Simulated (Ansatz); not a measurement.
# Ti (Fm-3m) in Ansatz: further runs

One crystal, Ti, is run at these levels: PBEsol0, B3LYP, HSE06, HSE03; tasks: relaxation of cell and atoms, single point.

Everything below comes from runs of Ansatz 0.2.0. Logs are shortened: lines on timing, memory, paths and dates and some standing lists are left out, and cuts for length are marked.

### Step 1. The structure

Symmetry: Fm-3m, No. 225, cubic system. The conventional cell has a = 4.060 Å, b = 4.060 Å, c = 4.060 Å, α = 90.00°, β = 90.00°, γ = 90.00°. Around Ti (site symmetry m-3m) lie 12 Ti at 2.87 Å.

This isn't the form of Ti at room conditions, which is hcp.

### Step 2. Relaxation of cell and atoms, PBEsol0

input

```
crystal:
  lattice:
    - [0.0, 2.03, 2.03]
    - [2.03, 0.0, 2.03]
    - [2.03, 2.03, 0.0]
  atoms:
    - { symbol: Ti, position: [0.0, 0.0, 0.0] }
hamiltonian:
  xc: { exchange: pbesol, correlation: pbesol, exx: { coeff: 0.25 } }
  pseudopotentials: { kind: paw }
kpoints:
  mp_grid: { grid: [6, 6, 6] }
scf:
  occupations: { method: fermi_dirac, width: 0.05 }
output:
  forces: true
  stress: true
  eigenvalues: true
relax:
  f_tol: 0.01
  max_steps: 40
  cell: { stress_tol: 0.05 }
```

Potentials or basis: Ansatz PAW.

The log of the run:

```text
GPUs: using 1 of 1 available (devices: 1).
Engine: ansatz 0.2.0, x86_64-unknown-linux-gnu
Pseudopotentials: kind: paw
Pseudopotential: Ti, paw, valence charge 12, recommended cutoff 420 eV (normal), Ti.paw.azcp
Functional definition: unnamed
  parameter a_1 = 0.25
  exchange = (1 - a_1)*pbe_x(mu = 0.12345679012345678) + a_1*exact_x
  correlation = pbe_c(beta = 0.046)
device memory: the entry about to start is reckoned to put 0.4 GiB on a device that reports 29.3 GiB free (of which the cap on the GPU budget leaves the run 18.0 GiB)
GPU FFT provider: cuFFT
GPU libraries: cuBLAS 13.8.2, cuFFT 12.4.0, cuSOLVER 12.3.4
Crystal: 1 atoms, lattice volume = 16.731 Å³
Basis set: ecut = 420 eV, 331 PW (Γ), exchange–correlation on 40×40×40 points (8 copies of the dense FFT grid, shifted against one another)
Bands: 10, of which v1, the nominal top of the filled ones, is band 6 counted from 1 (5 counted from 0)
Symmetry: 48 space group operations
Space group: Fm-3m (ITA 225), of the structure as read, at distance tolerance 2.6e-5 Å
k-points: 16 of 216
Non-local potential: Ti, projectors of the file, l = 0: 3, l = 1: 2, l = 2: 3, l = 3: 1
PAW form: soft (Blöchl's): semilocal exchange-correlation on the pseudo side does not see the compensation charge
PAW frozen core: Ti, regenerated for the run's functional, and the local potential with it (the file was generated under x = pbe(κ = 0.804, μ = 0.2195149727645171), c = pbe(β = 0.06672455060314922))
PAW one-centre angular grid: Ti, 590 points (default); XC on 64 Gauss nodes
Initial density: superposition of atomic densities (neutral atoms: chi_scale 0, normalization atom), corrected by the library's trained network
Initial wavefunctions: pseudopotential atomic-orbital guess
GPU buffer pool allocated for 8000 grid points (all kernels)
GPU transforms: local potential and band sums: pruned to the plane-wave sphere, on 18×20×20
Functional: x = pbesol(κ = 0.804, μ = 0.12345679012345678), c = pbesol(β = 0.046), warm-up for x = 0.75 pbesol(κ = 0.804, μ = 0.12345679012345678) + 0.25 exact, c = pbesol(β = 0.046)
SCF iter   1: F=—  HF=-2473.846726 eV  |F-HF|=—  |Δ(HF+E_count)|=         —  Δρ=8.63e-3  dr2=1.01e-2  ethr=1.77e-3  ⟨swp⟩=4.6  Hψ=579  notcnv=0
preconditioner: auto → none  [metal: Δε(μ)=0.072 eV  Ē_g=4.328 eV  σ=0.050 eV  W_gap=0.34  n_scr=0 (ndim 8)  ℏωp=18.2 eV  f_vac=0.000  D(μ)=2.58/eV (n_scr^D=50)]
iter 2 solved again at ethr=6.09e-6 eV; its pass at ethr=8.41e-5 eV (dr2=7.30e-4 eV) is discarded
SCF iter   2: F=—  HF=-2473.843893 eV  |F-HF|=—  |Δ(HF+E_count)|=   2.83e-3  Δρ=2.80e-3  dr2=7.31e-4  ethr=6.09e-6  ⟨swp⟩=2.0  Hψ=764  notcnv=0
[... 5 lines left out ...]
SCF 1 converged in 7 iterations: F = -2473.843700 eV  dr2 = 3.03e-12
device memory: the entry about to start is reckoned to put 1.0 GiB on a device that reports 29.2 GiB free (of which the cap on the GPU budget leaves the run 18.0 GiB)
GPU FFT provider: cuFFT
GPU libraries: cuBLAS 13.8.2, cuFFT 12.4.0, cuSOLVER 12.3.4
[... 2 lines left out ...]
GPU buffer pool allocated for 8000 grid points (all kernels)
GPU transforms: local potential and band sums: pruned to the plane-wave sphere, on 18×20×20
Functional: x = 0.75 pbesol(κ = 0.804, μ = 0.12345679012345678) + 0.25 exact, c = pbesol(β = 0.046)
[... 1 line left out ...]
Frozen-core exchange: fock
[... 6 lines left out ...]
[... 154 lines left out ...]
GPU transforms: local potential and band sums: pruned to the plane-wave sphere, on 18×20×20
Exchange kernel: α = 0.2500, full range, Wigner–Seitz truncation, v(0) = 8177.8489 eV·Å³, q-mesh 6×6×6, nearest image of the exchange supercell L = 17.24 Å, pair-density grid 12×12×12, without the augmentation charges, whose exchange is taken in its separable form by FFT convolution over the k-point mesh (sized by the pseudopotential files, 16×16×16 at the most), smooth part of the exact exchange by density-matrix convolution in up to 935.2 MiB of GPU memory as planned if the GPU has room (build and FFT work areas not counted)
Frozen-core exchange: fock
[... 2 lines left out ...]
SCF 12 converged in 2 iterations: F = -2480.681940 eV  dr2 = 1.88e-12
  Residual-converged pass: ⟨swp⟩=3.9  Hψ=372  notcnv=0  max |occ|·‖R‖ = 9.2e-9 eV (tolerance 1.0e-8 eV)  dr2=2.06e-12  dr2_onsite=2.58e-13  max |Δocc| = 2.2e-14
hybrid outer 3: dexx = +7.006e-12 eV, tail = 4.36e-12 eV, Δε = 1.14e-5 eV (about 1.79e-6 eV left of the loop's levels), ΔF = 1.69e-28 eV/Å (tail inf)
relax step   3: F+E_penalty+E_count = -2480.68193955 eV  Δ(F+E_penalty+E_count) = -3.862e-5 eV  max|allowed force component| = 0.000e0 eV/Å  Δτ_max = 0.0000 Å  P = -0.001 GPa  Ω = 16.774 Å³  energy of the carried Pulay correction = -7.747e-6 eV  (15 SCF iters, accepted)
device memory: the entry about to start is reckoned to put 1.0 GiB on a device that reports 30.4 GiB free (of which the cap on the GPU budget leaves the run 18.0 GiB)
GPU FFT provider: cuFFT
GPU libraries: cuBLAS 13.8.2, cuFFT 12.4.0, cuSOLVER 12.3.4
GPU buffer pool allocated for 8000 grid points (all kernels)
GPU transforms: local potential and band sums: pruned to the plane-wave sphere, on 18×20×20
Exchange kernel: α = 0.2500, full range, Wigner–Seitz truncation, v(0) = 8177.8489 eV·Å³, q-mesh 6×6×6, nearest image of the exchange supercell L = 17.24 Å, pair-density grid 12×12×12, without the augmentation charges, whose exchange is taken in its separable form by FFT convolution over the k-point mesh (sized by the pseudopotential files, 16×16×16 at the most), smooth part of the exact exchange by density-matrix convolution in up to 935.7 MiB of GPU memory as planned if the GPU has room (build and FFT work areas not counted)
Frozen-core exchange: fock
[... 5 lines left out ...]
SCF 13 converged in 3 iterations: F = -2480.681947 eV  dr2 = 7.29e-12
hybrid outer 1: dexx = +1.128e-8 eV, tail = 6.42e-11 eV
GPU FFT provider: cuFFT
GPU libraries: cuBLAS 13.8.2, cuFFT 12.4.0, cuSOLVER 12.3.4
GPU buffer pool allocated for 8000 grid points (all kernels)
GPU transforms: local potential and band sums: pruned to the plane-wave sphere, on 18×20×20
Exchange kernel: α = 0.2500, full range, Wigner–Seitz truncation, v(0) = 8177.8489 eV·Å³, q-mesh 6×6×6, nearest image of the exchange supercell L = 17.24 Å, pair-density grid 12×12×12, without the augmentation charges, whose exchange is taken in its separable form by FFT convolution over the k-point mesh (sized by the pseudopotential files, 16×16×16 at the most), smooth part of the exact exchange by density-matrix convolution in up to 935.7 MiB of GPU memory as planned if the GPU has room (build and FFT work areas not counted)
Frozen-core exchange: fock
[... 3 lines left out ...]
SCF 14 converged in 2 iterations: F = -2480.681947 eV  dr2 = 3.08e-13
  Residual-converged pass: ⟨swp⟩=3.8  Hψ=368  notcnv=0  max |occ|·‖R‖ = 1.0e-8 eV (tolerance 1.0e-8 eV)  dr2=1.37e-13  dr2_onsite=1.40e-13  max |Δocc| = 1.1e-14
hybrid outer 2: dexx = +4.547e-13 eV, tail = 1.01e-12 eV, Δε = 5.35e-6 eV (about 6.98e-7 eV left of the loop's levels)
relax step   4: F+E_penalty+E_count = -2480.68194658 eV  Δ(F+E_penalty+E_count) = -7.034e-6 eV  max|allowed force component| = 0.000e0 eV/Å  Δτ_max = 0.0000 Å  P = -0.001 GPa  Ω = 16.774 Å³  stress off target by 9.25e-4 GPa  SCF on the basis re-selected at this cell (its energy is not comparable with the rows above)  (5 SCF iters)
[... 1 line left out ...]
hybrid SCF converged: 2 outer / 5 inner (+0 warm-up), last move |dexx| = 4.55e-13 eV, tail = 1.01e-12 eV
Stability not checked: this state was not tested for a lower state beside it, because the functional holds exact exchange (a hybrid, or Hartree-Fock), whose exchange loop this test does not read (fock_operator; see scf.lower_state_search)
Free energy (F): -2480.681947 eV
Frozen-core exchange: fock
Harris-Foulkes:  -2480.681947 eV  (|F-HF|=4.55e-13)
Internal energy: -2480.676051 eV  (E = F + TS)
E sigma→0 (E₀):  -2480.678999 eV
Entropy (-TS):   -0.005896 eV (-5.896 meV/atom)
Fermi energy:    13.579269 eV
--- Per-component energies (eV) ---
  E_band       = -185.984561
  E_kinetic    = 272.546818
  E_local      = -784.757740  (includes V_loc(G=0)·N_el)
  E_nonlocal   = 6.568342
  E_hartree    = 320.277333
  E_xc         = -75.399944
  E_vxc        = -94.548315  (∫ρ·V_xc dr)
  E_exx        = -44.028088  (= α·E_x^exact, valence–valence)
  E_paw        = -1006.018609  (= ΣΔE_a)
  E_vpaw       = -138.292269  (= ΣTr[D̂ρ^β])
  E_aug_tail   = 0.000099  (compensation charges beyond the density's cutoff)
  E_ewald      = -1169.800182
  E_core_change = -0.064080  (= ΣΔE_core)
  E_smearing   = -0.005896  (= −TS)
  E_closure    = 0.000000  (closes the sum)
  Σ components = -2480.681947   (vs F -2480.681947, Δ=0.00e0)
--- Forces (eV/Å), atoms counted from 1 ---
  atom   1  Ti     0.00000000    -0.00000000    -0.00000000
  max |Σ_I F_I| component: 2.07e-25 eV/Å
--- Stress (GPa, compression-positive) ---
       -0.000925      -0.000000      -0.000000
       -0.000000      -0.000925       0.000000
       -0.000000       0.000000      -0.000925
  P = ⅓ Tr σ = -0.0009 GPa (-0.009 kbar)
--- Band table (eV; the first three rows and the last of 16) ---
  k-point 0: bands = ["-48.0395", "-22.2621", "-22.2621", "-22.2621", "5.9203", "15.5439", "15.5439", "15.5439", "17.7570", "17.7570"]
  k-point 1: bands = ["-48.0012", "-22.4759", "-22.2874", "-22.2874", "6.9236", "14.6553", "15.8012", "15.8012", "17.5825", "17.5825"]
  k-point 2: bands = ["-47.9238", "-22.8902", "-22.3341", "-22.3341", "9.1533", "13.2014", "15.7607", "15.7607", "18.0972", "18.0972"]
  k-point 15: bands = ["-47.8349", "-22.9046", "-22.6584", "-22.5451", "11.0877", "11.8111", "14.6913", "17.6450", "19.0137", "21.8953"]
--- Relaxed structure (3 steps of the walk, 2 accepted, 1 SCFs on fresh bases) ---
  F+E_penalty+E_count = -2480.68194658 eV   max|allowed force component| = 0.000e0 eV/Å   (the final SCF, on the basis selected at the relaxed cell)
  cell:  # Å, volume = 16.7740 Å³
    - [-8.152595252632945e-34, 2.031743558627055, 2.031743558627055]
    - [2.031743558627055, -7.133520846053826e-34, 2.031743558627055]
    - [2.031743558627055, 2.031743558627055, -4.585834829606031e-34]
  atoms:
    - { symbol: Ti, position: [0.0, 0.0, 0.0] }
```

It took 34 s on 1 × NVIDIA H100 80GB HBM3 with 2 threads of AMD EPYC 7R13 (Zen 3), shared host; peak memory 1.5 GiB.

Results:

| Item | Value |
| --- | --- |
| Free energy | -2480.6819 eV |
| Relaxed volume | 16.77 Å³/atom |
| Relaxed cell | a = 2.873 Å, b = 2.873 Å, c = 2.873 Å, α = 60.00°, β = 60.00°, γ = 60.00° |
| Space group after relaxing (to 0.05 Å) | Fm-3m (No. 225) |
| Energy gained by relaxing | 0.0 meV/atom |
| Ionic steps | 3 |
| Pressure after relaxing | 0.0 GPa |
| Band gap on the k mesh | none (metal or under the smearing width) |

Final structure:
```
CELL_PARAMETERS angstrom
0.00000 2.03174 2.03174
2.03174 0.00000 2.03174
2.03174 2.03174 0.00000
ATOMIC_POSITIONS crystal
Ti 0.00000 0.00000 0.00000
```

Caveat: the k mesh is coarse (spacing up to 0.45 Å⁻¹), so the values aren't converged, least of all with exact exchange; the plane-wave basis is chosen anew once the cell has moved, so the energies of steps on either side of that aren't comparable; the PAW data sets come from PBE, with cores solved anew for the run's functional, which leaves a small shift of forces and pressure.

### Step 3. Single point, B3LYP

Edit input of step 2 so:

```diff
@@ -8,3 +8,3 @@
 hamiltonian:
-  xc: { exchange: pbesol, correlation: pbesol, exx: { coeff: 0.25 } }
+  xc: b3lyp
   pseudopotentials: { kind: paw }
@@ -18,5 +18 @@
   eigenvalues: true
-relax:
-  f_tol: 0.01
-  max_steps: 40
-  cell: { stress_tol: 0.05 }
```

Potentials or basis: Ansatz PAW.

Wall time 18 s (1 × NVIDIA H100 80GB HBM3 with 2 threads of AMD EPYC 7R13 (Zen 3), shared host); peak memory 1.4 GiB.

The run converged. Its results:

```yaml
Free_energy: -2504.6068 eV
Pressure: 6.2 GPa
Band_gap_on_the_k_mesh: none (metal or under the smearing width)
```

Levels at points of the mesh, in eV from the Fermi level:
| k point | band 2 | band 3 | band 4 | band 5 | band 6 | band 7 | band 8 | band 9 | band 10 |
| --- | --- | --- | --- | --- | --- | --- | --- | --- | --- |
| (0.00, 0.00, 0.00) | -35.23 | -35.23 | -35.23 | -7.17 | 1.69 | 1.69 | 1.69 | 3.80 | 3.80 |
| (0.00, 0.00, -0.50) | -36.05 | -35.33 | -35.33 | -3.32 | 0.86 | 1.67 | 1.67 | 4.77 | 4.77 |
| (0.00, -0.50, -0.50) | -35.98 | -35.50 | -35.50 | -3.19 | -2.45 | 3.75 | 4.96 | 5.04 | 5.04 |

Caveat: the k mesh is coarse (spacing up to 0.45 Å⁻¹), so the values aren't converged, least of all with exact exchange; the PAW data sets come from PBE, with cores solved anew for the run's functional, which leaves a small shift of forces and pressure; the thresholds are loose for stress.

### Step 4. Relaxation of cell and atoms, B3LYP

Edit input of step 3 so:

```diff
@@ -18 +18,5 @@
   eigenvalues: true
+relax:
+  f_tol: 0.01
+  max_steps: 40
+  cell: { stress_tol: 0.05 }
```

Wall time 53 s (1 × NVIDIA H100 80GB HBM3 with 2 threads of AMD EPYC 7R13 (Zen 3), shared host); peak memory 1.5 GiB.

It converged, with:

* Free energy: -2504.6217 eV
* Relaxed volume: 17.54 Å³/atom
* Relaxed cell: a = 2.916 Å, b = 2.916 Å, c = 2.916 Å, α = 60.00°, β = 60.00°, γ = 60.00°
* Space group after relaxing (to 0.05 Å): Fm-3m (No. 225)
* Energy gained by relaxing: 15.0 meV/atom
* Ionic steps: 5
* Pressure after relaxing: 0.0 GPa
* Band gap on the k mesh: none (metal or under the smearing width)

Step by step:
```csv
step,energy change (eV),largest force (eV/Å),volume (Å³)
1,0.0000,0.0000,16.73
2,-0.0013,0.0000,18.36
3,-0.0148,0.0000,17.58
4,-0.0148,0.0000,17.54
5,-0.0150,0.0000,17.54
```

Final structure:
```cif
data_structure
_symmetry_space_group_name_H-M 'P 1'
_symmetry_Int_Tables_number 1
_cell_length_a 2.9162
_cell_length_b 2.9162
_cell_length_c 2.9162
_cell_angle_alpha 60.000
_cell_angle_beta 60.000
_cell_angle_gamma 60.000
_cell_volume 17.54
loop_
_atom_site_label
_atom_site_type_symbol
_atom_site_fract_x
_atom_site_fract_y
_atom_site_fract_z
_atom_site_occupancy
Ti1 Ti 0.00000 0.00000 0.00000 1
```

Levels at points of the mesh, in eV from the Fermi level:
```
             k point  band 3  band 4  band 5  band 6  band 7  band 8  band 9  band 10
  (0.00, 0.00, 0.00)  -35.38  -35.38   -7.07    1.64    1.64    1.64    3.65     3.65
 (0.00, 0.00, -0.50)  -35.46  -35.46   -3.22    0.73    1.64    1.64    4.54     4.54
(0.00, -0.50, -0.50)  -35.61  -35.61   -2.99   -2.31    3.50    4.74    4.79     4.79
```

Caveat: the k mesh is coarse (spacing up to 0.45 Å⁻¹), so the values aren't converged, least of all with exact exchange; the plane-wave basis is chosen anew once the cell has moved, so the energies of steps on either side of that aren't comparable; the PAW data sets come from PBE, with cores solved anew for the run's functional, which leaves a small shift of forces and pressure.

### Step 5. Relaxation of cell and atoms, HSE06

Edit input of step 4 so:

```diff
@@ -8,3 +8,3 @@
 hamiltonian:
-  xc: b3lyp
+  xc: hse06
   pseudopotentials: { kind: paw }
```

It took 36 s on 1 × NVIDIA H100 80GB HBM3 with 2 threads of AMD EPYC 7R13 (Zen 3), shared host; peak memory 1.5 GiB.

Results (log left out):

```yaml
Free_energy: -2498.8898 eV
Relaxed_volume: 17.28 Å³/atom
Relaxed_cell: a = 2.902 Å, b = 2.902 Å, c = 2.902 Å, α = 60.00°, β = 60.00°, γ = 60.00°
Space_group_after_relaxing_to_0.05_Å: Fm-3m (No. 225)
Energy_gained_by_relaxing: 7.1 meV/atom
Ionic_steps: 5
Pressure_after_relaxing: 0.0 GPa
Band_gap_on_the_k_mesh: none (metal or under the smearing width)
```

The path:
| step | energy change (eV) | largest force (eV/Å) | volume (Å³) |
| --- | --- | --- | --- |
| 1 | 0.0000 | 0.0000 | 16.73 |
| 2 | -0.0002 | 0.0000 | 17.84 |
| 3 | -0.0070 | 0.0000 | 17.31 |
| 4 | -0.0070 | 0.0000 | 17.28 |
| 5 | -0.0071 | 0.0000 | 17.28 |

Final structure:
```yaml
crystal:
  lattice:
    - [0.00000, 2.05205, 2.05205]
    - [2.05205, 0.00000, 2.05205]
    - [2.05205, 2.05205, 0.00000]
  atoms:
    - { symbol: Ti, position: [0.00000, 0.00000, 0.00000] }
```

Levels at points of the mesh, in eV from the Fermi level:
```csv
k point,band 2,band 3,band 4,band 5,band 6,band 7,band 8,band 9,band 10
"(0.00, 0.00, 0.00)",-35.75,-35.75,-35.75,-7.29,1.40,1.40,1.40,3.56,3.56
"(0.00, 0.00, -0.50)",-36.50,-35.84,-35.84,-3.17,0.22,1.42,1.42,4.49,4.49
"(0.00, -0.50, -0.50)",-36.43,-35.99,-35.99,-2.96,-2.20,2.98,4.70,4.72,4.72
```

Caveat: the k mesh is coarse (spacing up to 0.45 Å⁻¹), so the values aren't converged, least of all with exact exchange; the plane-wave basis is chosen anew once the cell has moved, so the energies of steps on either side of that aren't comparable; the PAW data sets come from PBE, with cores solved anew for the run's functional, which leaves a small shift of forces and pressure. Zero-point motion and thermal expansion aren't in these numbers.

### Step 6. Relaxation of cell and atoms, HSE03

Edit input of step 5 so:

```diff
@@ -8,3 +8,3 @@
 hamiltonian:
-  xc: hse06
+  xc: { exchange: pbe, correlation: pbe, exx: { coeff: 0.25, omega: 0.3 } }
   pseudopotentials: { kind: paw }
@@ -18,2 +18,6 @@
   eigenvalues: true
+  write_density: true
+  write_potential: true
+  elf: true
+  volumetric_format: npy
 relax:
```

Potentials or basis: Ansatz PAW.

It took 37 s on 1 × NVIDIA H100 80GB HBM3 with 2 threads of AMD EPYC 7R13 (Zen 3), shared host; peak memory 1.5 GiB.

The run converged. Its results:

```yaml
Free_energy: -2498.9386 eV
Relaxed_volume: 17.32 Å³/atom
Relaxed_cell: a = 2.904 Å, b = 2.904 Å, c = 2.904 Å, α = 60.00°, β = 60.00°, γ = 60.00°
Space_group_after_relaxing_to_0.05_Å: Fm-3m (No. 225)
Energy_gained_by_relaxing: 8.1 meV/atom
Ionic_steps: 5
Pressure_after_relaxing: 0.0 GPa
Band_gap_on_the_k_mesh: none (metal or under the smearing width)
```

The path:
```csv
step,energy change (eV),largest force (eV/Å),volume (Å³)
1,0.0000,0.0000,16.73
2,-0.0005,0.0000,17.92
3,-0.0080,0.0000,17.35
4,-0.0080,0.0000,17.32
5,-0.0081,0.0000,17.32
```

Final structure:
```yaml
crystal:
  lattice:
    - [0.00000, 2.05369, 2.05369]
    - [2.05369, 0.00000, 2.05369]
    - [2.05369, 2.05369, 0.00000]
  atoms:
    - { symbol: Ti, position: [0.00000, 0.00000, 0.00000] }
```

Levels at points of the mesh, in eV from the Fermi level:
```csv
k point,band 4,band 5,band 6,band 7,band 8,band 9
"(0.00, 0.00, 0.00)",-35.58,-7.09,1.26,1.26,1.26,3.37
"(0.00, 0.00, -0.50)",-35.66,-3.02,0.27,1.26,1.26,4.33
"(0.00, -0.50, -0.50)",-35.81,-2.84,-2.04,2.85,4.51,4.55
```

Caveat: the k mesh is coarse (spacing up to 0.45 Å⁻¹), so the values aren't converged, least of all with exact exchange; the plane-wave basis is chosen anew once the cell has moved, so the energies of steps on either side of that aren't comparable; the PAW data sets come from PBE, with cores solved anew for the run's functional, which leaves a small shift of forces and pressure. Zero-point motion and thermal expansion aren't in these numbers.

### Step 7. The runs side by side

| task | level | cell | gap on the mesh (eV) | pressure (GPa) | relaxed volume (Å³/atom) |
| --- | --- | --- | --- | --- | --- |
| relaxation of cell and atoms | PBEsol0 | relaxed | none | 0.0 | 16.77 |
| single point | B3LYP | as given | none | 6.2 | - |
| relaxation of cell and atoms | B3LYP | relaxed | none | 0.0 | 17.54 |
| relaxation of cell and atoms | HSE06 | relaxed | none | 0.0 | 17.28 |
| relaxation of cell and atoms | HSE03 | relaxed | none | 0.0 | 17.32 |

Alike in all rows: potentials or basis Ansatz PAW; no spin polarisation; k mesh 6 × 6 × 6; cutoff (eV) 420; smearing fermi-dirac 0.05 eV; the mesh is coarse, so values aren't converged.

Caveats: all runs use coarse meshes; the PAW data sets come from PBE, with cores solved anew for the run's functional, which leaves a small shift of forces and pressure; the plane-wave basis is chosen anew once the cell has moved, so the energies of steps on either side of that aren't comparable (some runs); the thresholds are loose for stress (some runs).

Absolute energies hang on the potentials; compare differences alone.
